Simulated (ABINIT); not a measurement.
# GaP (F-43m) in ABINIT: further runs

Runs on GaP. Level: r2SCAN. Tasks: single point.

Everything below comes from runs of ABINIT 10.8.3 (patched build). Logs are shortened: lines on timing, memory, paths and dates and some standing lists are left out, and cuts for length are marked. The log counts tension as positive stress, the text compression.

**The experiment to reproduce.**

“Stacking defects in GaP nanowires: Electronic structure and optical properties”, 2018, arxiv:1810.01194 quotes, for a bulk crystal of GaP at 10 K: band gap 2.34 eV (indirect).

The runs below are set against these values where they give the same quantity.

## Step 1: Starting point

The structure is cubic, space group F-43m (No. 216). Conventional cell: a = 5.451 Å, b = 5.451 Å, c = 5.451 Å, α = 90.00°, β = 90.00°, γ = 90.00°. Around Ga (site symmetry -43m) lie 4 P at 2.36 Å. P (site symmetry -43m) is surrounded by 4 Ga at 2.36 Å.

## Step 2: Single point, r2SCAN

Contents of run.abi:

```
# Pseudopotentials
pp_dirpath "./"
pseudos "Ga.GGA_PBE-JTH.xml, P.GGA_PBE-JTH.xml"

# Structure
acell 7.2831660764 7.2831660764 7.2831660764
rprim
     0.0000000000     0.7071067812     0.7071067812
     0.7071067812     0.0000000000     0.7071067812
     0.7071067812     0.7071067812     0.0000000000
ntypat 2
znucl 31 15
natom 2
typat 1 2
xcart
     0.0000000000     0.0000000000     0.0000000000
     7.7249641817     7.7249641817     7.7249641817

# Plane-wave basis
ecut 653.073270 eV
pawecutdg 46.0

# k points
kptopt 1
ngkpt 10 10 10
nshiftk 1
shiftk 0.0 0.0 0.0

# Exchange and correlation
ixc -497498
usekden 1
pawxcdev 0

# Bands and occupations
nband 13
occopt 3
tsmear 0.00183747

# SCF cycle
nstep 100
tolvrs 1.0e-7

# Output
iomode 3
prtwf 0
prtden 0
prteig 0
prtebands 0
enunit 1
```

Potentials or basis: JTH PAW PBE v2.0.

The run is started by

```
> abinit run.abi > log 2>&1
```

run.abo:

```text
.Version 10.8.3 of ABINIT
 Symmetries : space group F-4 3 m (#216); Bravais cF (face-center cubic)
================================================================================
 Values of the parameters that define the memory need of the present run
     intxc =       0    ionmov =       0      iscf =      17    lmnmax =      18
     lnmax =       6     mgfft =      36  mpssoang =       3    mqgrid =    3001
     natom =       2  nloc_mem =       2    nspden =       1   nspinor =       1
    nsppol =       1      nsym =      24    n1xccc =       1    ntypat =       2
    occopt =       3   xclevel =       2
       mpw =        1550          nfft =       46656          nkpt =          47
 PAW method is used; the additional fine FFT grid is defined by:
   mgfftf=        48    nfftf =    110592
================================================================================
================================================================================

--------------------------------------------------------------------------------
------------- Echo of variables that govern the present computation ------------
--------------------------------------------------------------------------------
 -outvars: echo values of preprocessed input variables --------
            acell      7.2831660764E+00  7.2831660764E+00  7.2831660764E+00 Bohr
              amu      6.97230000E+01  3.09737620E+01
             ecut      2.40000000E+01 Hartree
           enunit           1
              ixc     -497498
         kptrlatt       10    0    0      0   10    0      0    0   10
          kptrlen      7.28316608E+01
            natom           2
            nband          13
            ngfft          36      36      36
          ngfftdg          48      48      48
             nkpt          47
            nstep         100
             nsym          24
           ntypat           2
           occopt           3
        pawecutdg      4.60000000E+01 Hartree
         pawxcdev           0
           prtden           0
        prtebands           0
           prteig           0
          prtkden           1
            prtwf           0
            rprim      0.0000000000E+00  7.0710678120E-01  7.0710678120E-01
                       7.0710678120E-01  0.0000000000E+00  7.0710678120E-01
                       7.0710678120E-01  7.0710678120E-01  0.0000000000E+00
          spgroup         216
           tolvrs      1.00000000E-07
           tsmear      1.83747000E-03 Hartree
            typat      1  2
          usekden           1
           useylm           1
           xangst      0.0000000000E+00  0.0000000000E+00  0.0000000000E+00
                       4.0878749973E+00  4.0878749973E+00  4.0878749973E+00
            xcart      0.0000000000E+00  0.0000000000E+00  0.0000000000E+00
                       7.7249641818E+00  7.7249641818E+00  7.7249641818E+00
             xred      0.0000000000E+00  0.0000000000E+00  0.0000000000E+00
                       7.5000000000E-01  7.5000000000E-01  7.5000000000E-01
            znucl       31.00000   15.00000

================================================================================

 chkinp: Checking input parameters for consistency.

================================================================================
== DATASET  1 ==================================================================

--- !DatasetInfo
iteration_state: {dtset: 1, }
dimensions: {natom: 2, nkpt: 47, mband: 13, nsppol: 1, nspinor: 1, nspden: 1, mpw: 1550, }
cutoff_energies: {ecut:  24.0, pawecutdg:  46.0, }
electrons: {nelect:   1.80000000E+01, charge:   0.00000000E+00, occopt:   3.00000000E+00, tsmear:   1.83747000E-03, }
meta: {optdriver: 0, ionmov: 0, optcell: 0, iscf: 17, paral_kgb: 0, }
...

 Real(R)+Recip(G) space primitive vectors, cartesian coordinates (Bohr,Bohr^-1):
 R(1)=  0.0000000  5.1499761  5.1499761  G(1)= -0.0970878  0.0970878  0.0970878
 R(2)=  5.1499761  0.0000000  5.1499761  G(2)=  0.0970878 -0.0970878  0.0970878
 R(3)=  5.1499761  5.1499761  0.0000000  G(3)=  0.0970878  0.0970878 -0.0970878
 Unit cell volume ucvol=  2.7317795E+02 bohr^3
 Angles (23,13,12)=  6.00000000E+01  6.00000000E+01  6.00000000E+01 degrees

 Coarse grid specifications (used for wave-functions):

 getcut: wavevector=  0.0000  0.0000  0.0000  ngfft=  36  36  36
         ecut(hartree)=     24.000   => boxcut(ratio)=   2.24136

 getcut : COMMENT -
  Note that boxcut > 2.2 ; recall that boxcut=Gcut(box)/Gcut(sphere) = 2
  is sufficient for exact treatment of convolution.
  Such a large boxcut is a waste : you could raise ecut
  e.g. ecut=   30.142157 Hartrees makes boxcut=2

 Fine grid specifications (used for densities):

[... 43 lines left out ...]
Result for kinetic energy density :

--------------------------------------------------------------------------------
 Total kinetic energy density [Ha/Bohr^3]
)     Maximum=    3.2181E-01  at reduced coord.    0.1042    0.9167    0.9792
)     Minimum=    1.4408E-03  at reduced coord.    0.2500    0.2500    0.2500
   Integrated=    7.4078E+00
--------------------------------------------------------------------------------

 Cartesian components of stress tensor (hartree/bohr^3)
  sigma(1 1)=  8.14904810E-06  sigma(3 2)=  0.00000000E+00
  sigma(2 2)=  8.14904810E-06  sigma(3 1)=  0.00000000E+00
  sigma(3 3)=  8.14904810E-06  sigma(2 1)=  0.00000000E+00

--- !ResultsGS
iteration_state: {dtset: 1, }
comment   : Summary of ground state results
lattice_vectors:
- [  0.0000000,   5.1499761,   5.1499761, ]
- [  5.1499761,   0.0000000,   5.1499761, ]
- [  5.1499761,   5.1499761,   0.0000000, ]
lattice_lengths: [   7.28317,    7.28317,    7.28317, ]
lattice_angles: [ 60.000,  60.000,  60.000, ] # degrees, (23, 13, 12)
lattice_volume:   2.7317795E+02
convergence: {deltae: -4.904E-09, res2:  7.218E-08, residm:  1.749E-05, diffor: null, }
etotal    :  -7.68131198E+01
entropy   :   0.00000000E+00
fermie    :   2.15200630E-01
cartesian_stress_tensor: # hartree/bohr^3
- [  8.14904810E-06,   0.00000000E+00,   0.00000000E+00, ]
- [  0.00000000E+00,   8.14904810E-06,   0.00000000E+00, ]
- [  0.00000000E+00,   0.00000000E+00,   8.14904810E-06, ]
pressure_GPa:  -2.3975E-01
xred      :
- [  0.0000E+00,   0.0000E+00,   0.0000E+00, Ga]
- [  7.5000E-01,   7.5000E-01,   7.5000E-01,  P]
cartesian_forces: # hartree/bohr
- [  4.18276926E-28,   4.18276926E-28,  -1.25483078E-27, ]
- [ -4.18276926E-28,  -4.18276926E-28,   1.25483078E-27, ]
force_length_stats: {min:   1.38726762E-27, max:   1.38726762E-27, mean:   1.38726762E-27, }
...

 Integrated electronic density in atomic spheres:
 ------------------------------------------------
 Atom  Sphere_radius  Integrated_density
    1        2.10359         11.07101662
    2        1.60765          1.56184714

================================================================================

 ----iterations are completed or convergence reached----

 Mean square residual over all n,k,spin=   28.784E-09; max=  17.486E-06
 reduced coordinates (array xred) for    2 atoms
       0.000000000000      0.000000000000      0.000000000000
       0.750000000000      0.750000000000      0.750000000000
 rms dE/dt=  6.0928E-27; max dE/dt=  8.6165E-27; dE/dt below (all hartree)
    1       0.000000000000      0.000000000000     -0.000000000000
    2       0.000000000000      0.000000000000      0.000000000000

 cartesian coordinates (angstrom) at end:
    1      0.00000000000000     0.00000000000000     0.00000000000000
    2      4.08787499729965     4.08787499729965     4.08787499729965

 cartesian forces (hartree/bohr) at end:
    1      0.00000000000000     0.00000000000000    -0.00000000000000
    2     -0.00000000000000    -0.00000000000000     0.00000000000000
 frms,max,avg= 8.0093933E-28 1.2548308E-27   0.000E+00  0.000E+00  0.000E+00 h/b

 cartesian forces (eV/Angstrom) at end:
    1      0.00000000000000     0.00000000000000    -0.00000000000000
    2     -0.00000000000000    -0.00000000000000     0.00000000000000
 frms,max,avg= 4.1185957E-26 6.4525993E-26   0.000E+00  0.000E+00  0.000E+00 e/A
 length scales=  7.283166076400  7.283166076400  7.283166076400 bohr
              =  3.854085508238  3.854085508238  3.854085508238 angstroms
 Fermi (or HOMO) energy (eV) =   5.85591   Average Vxc (eV)=  -9.79747
 Eigenvalues (   eV  ) for nkpt=  47  k points:
 kpt#   1, nband= 13, wtk=  0.00100, kpt=  0.0000  0.0000  0.0000 (reduced coord)
 -10.02193  -10.02193  -10.02193   -9.90504   -9.90504   -8.09089    4.93139    4.93139
   4.93139    7.29376    9.13871    9.13871    9.13871
 prteigrs : prtvol=0 or 1, do not print more k-points.

--- !EnergyTerms
iteration_state     : {dtset: 1, }
comment             : Components of total free energy in Hartree
kinetic             :  7.40776085114548E+00
hartree             :  2.77973529105555E+01
xc                  : -3.66100209795958E+00
Ewald energy        : -4.82388119425263E+01
psp_core            :  1.58548868982135E+00
local_psp           : -7.22111596642559E+01
PAW spherical_terms :  1.05072774404629E+01
internal            : -7.68130938127567E+01
'-kT*entropy'       : -5.65260168522163E-12
total_energy        : -7.68130938127623E+01
total_energy_eV     : -2.09019076448785E+03
...

--- !EnergyTermsDC
iteration_state     : {dtset: 1, }
comment             : '"Double-counting" decomposition of free energy'
band_energy         : -3.77218208877538E+00
Ewald energy        : -4.82388119425263E+01
psp_core            :  1.58548868982135E+00
xc_dc               : -2.70107434350462E+01
PAW spherical_terms :  6.23129011009455E-01
internal            : -7.68131197655171E+01
'-kT*entropy'       : -5.65260168522163E-12
total_energy_dc     : -7.68131197655228E+01
total_energy_dc_eV  : -2.09019147069844E+03
...

--- !EnergyTermsWithPAWCore
iteration_state     : {dtset: 1, }
comment             : 'Components of total free energy, including PAW core contributions'
Total energy        : -2.28657558596437E+03
Total energy DC     : -2.28657561191713E+03
Total energy (eV)   : -6.22208914503069E+04
Total energy DC (eV): -6.22208921565175E+04
...

 Cartesian components of stress tensor (hartree/bohr^3)
  sigma(1 1)=  8.14904810E-06  sigma(3 2)=  0.00000000E+00
  sigma(2 2)=  8.14904810E-06  sigma(3 1)=  0.00000000E+00
  sigma(3 3)=  8.14904810E-06  sigma(2 1)=  0.00000000E+00

-Cartesian components of stress tensor (GPa)         [Pressure= -2.3975E-01 GPa]
- sigma(1 1)=  2.39753272E-01  sigma(3 2)=  0.00000000E+00
- sigma(2 2)=  2.39753272E-01  sigma(3 1)=  0.00000000E+00
- sigma(3 3)=  2.39753272E-01  sigma(2 1)=  0.00000000E+00

== END DATASET(S) ==============================================================
================================================================================

 -outvars: echo values of variables after computation  --------
            acell      7.2831660764E+00  7.2831660764E+00  7.2831660764E+00 Bohr
           etotal     -7.6813119766E+01
            fcart      4.1827692553E-28  4.1827692553E-28 -1.2548307766E-27
                      -4.1827692553E-28 -4.1827692553E-28  1.2548307766E-27
            rprim      0.0000000000E+00  7.0710678120E-01  7.0710678120E-01
                       7.0710678120E-01  0.0000000000E+00  7.0710678120E-01
                       7.0710678120E-01  7.0710678120E-01  0.0000000000E+00
           strten      8.1490480978E-06  8.1490480978E-06  8.1490480978E-06
                       0.0000000000E+00  0.0000000000E+00  0.0000000000E+00
           xangst      0.0000000000E+00  0.0000000000E+00  0.0000000000E+00
                       4.0878749973E+00  4.0878749973E+00  4.0878749973E+00
             xred      0.0000000000E+00  0.0000000000E+00  0.0000000000E+00
                       7.5000000000E-01  7.5000000000E-01  7.5000000000E-01
 Calculation completed.
```

Wall time 1.8 min (1 thread of Arm Neoverse V1, shared host); peak memory 0.16 GiB.

Results:

| Item | Value |
| --- | --- |
| Free energy | -2090.1915 eV |
| Pressure | -0.2 GPa |
| Band gap on the k mesh | 1.88 eV, indirect (least direct gap 2.36 eV) |
| Valence electrons inside the program's atomic spheres | Ga 11.07; P 1.56 |

Caveat: totals of a meta-GGA on PAW files have another zero than those of a GGA; the PAW data sets were made with another functional, which shifts forces and pressure a little.

[end of part 1 of 2]
